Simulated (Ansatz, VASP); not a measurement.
## One calculation of B, two programs

The input POSCAR:

```
B
1.0
    1.9570380559      0.0000000000      0.0000000000
    0.0000000000      1.9570380559      0.0000000000
    0.0000000000      0.0000000000      1.9570380559
B
1
Direct
    0.0000000000      0.0000000000      0.0000000000
```

Contents of INCAR.step1:

```
SYSTEM = B
PREC = Accurate
ENCUT = 520
ISMEAR = -1
SIGMA = 0.1
LREAL = .FALSE.
LASPH = .TRUE.
NELM = 60
NBANDS = 8
GGA = PE
ALGO = Normal
EDIFF = 1E-4
LWAVE = .TRUE.
LCHARG = .FALSE.
```

INCAR.step2

```
SYSTEM = B
PREC = Accurate
ENCUT = 520
EDIFF = 1E-6
ISMEAR = -1
SIGMA = 0.1
LREAL = .FALSE.
LASPH = .TRUE.
NELM = 60
ALGO = Normal
ISIF = 2
LWAVE = .FALSE.
LCHARG = .FALSE.
METAGGA = R2SCAN
LMIXTAU = .TRUE.
NBANDS = 8
ISTART = 1
```

KPOINTS

```
Automatic mesh
0
G
  19 19 19
  0 0 0
```

Input for Ansatz:

```yaml
crystal:
  lattice:
    - [1.9570380559, 0.0, 0.0]
    - [0.0, 1.9570380559, 0.0]
    - [0.0, 0.0, 1.9570380559]
  atoms:
    - { symbol: B, position: [0.0, 0.0, 0.0] }
hamiltonian:
  xc: r2scan
  pseudopotentials:
    kind: paw
    azcp:
      B: "pseudopotentials/B.paw.azcp"
basis:
  ecutwfc: 500
  fft_grid_basis: typed
kpoints:
  mp_grid: { grid: [19, 19, 19], shift: [0, 0, 0] }
magnetization:
  spin_polarized: false
scf:
  occupations: { method: fermi_dirac, width: 0.1 }
  lower_state_search: "off"
output:
  stress: true
```

Alike in both runs: task single point; functional r2SCAN; k mesh 19 × 19 × 19; occupations fermi-dirac, width 0.1 eV; no spin polarisation.

|  | VASP | Ansatz |
| --- | --- | --- |
| version | VASP 6.6.1 | Ansatz 0.2.0 |
| potentials or method | VASP PAW PBE potentials, release 64 (B) | plane waves (500 eV) with PAW, scalar-relativistic |
| plane-wave cutoff (eV) | 520 | 500 |
| valence electrons in the cell | 3 | 3 |

|  | VASP | Ansatz | Ansatz less VASP |
| --- | --- | --- | --- |
| pressure (GPa) | -21.3 | -21.2 | +0.09 |

With one functional, cell and mesh, what is left measures potentials, basis and numerics.

Caveats: so large a pressure means that the cell lies far from this level's equilibrium, or that cutoff or potentials fall short (VASP); the potentials were made for another functional, which shifts forces and pressure (VASP).
